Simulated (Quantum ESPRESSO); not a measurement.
The system is Pd.

```
CELL_PARAMETERS angstrom
-1.57228 1.57228 1.57228
1.57228 -1.57228 1.57228
1.57228 1.57228 -1.57228
ATOMIC_POSITIONS crystal
Pd 0.00000 0.00000 0.00000
```

This isn't the form of Pd at room conditions, which is fcc.

- Program: Quantum ESPRESSO 7.5
- Task: single point
- Functional: PBE
- Potentials or basis: SSSP 1.3 efficiency PBE
- Cutoff: 816 eV
- Density cutoff: 3265 eV
- k mesh: 12 × 12 × 12
- Occupations: fermi-dirac, width 0.05 eV
- Spin: no spin polarisation

On this cell: pressure -1.4 GPa; band gap on the k mesh none (metal or under the smearing width).

The same run follows on a disturbed copy (cell strained at random at fixed volume):

```
Pd
1.0
    -1.59918    1.54912    1.62845
     1.60297   -1.50854    1.59166
     1.57790    1.48727   -1.58787
Pd
1
Direct
  0.01291 0.99896 0.98783
```

Q: What does the disturbed cell give?

A: The energy (extrapolated to zero smearing) moves by +0.6 meV/atom; pressure -1.2 GPa; band gap on the k mesh none (metal or under the smearing width).

Stress tensor (GPa, compression positive):
```
-0.99  1.26 -0.43
 1.26 -2.16 -2.45
-0.43 -2.45 -0.58
```
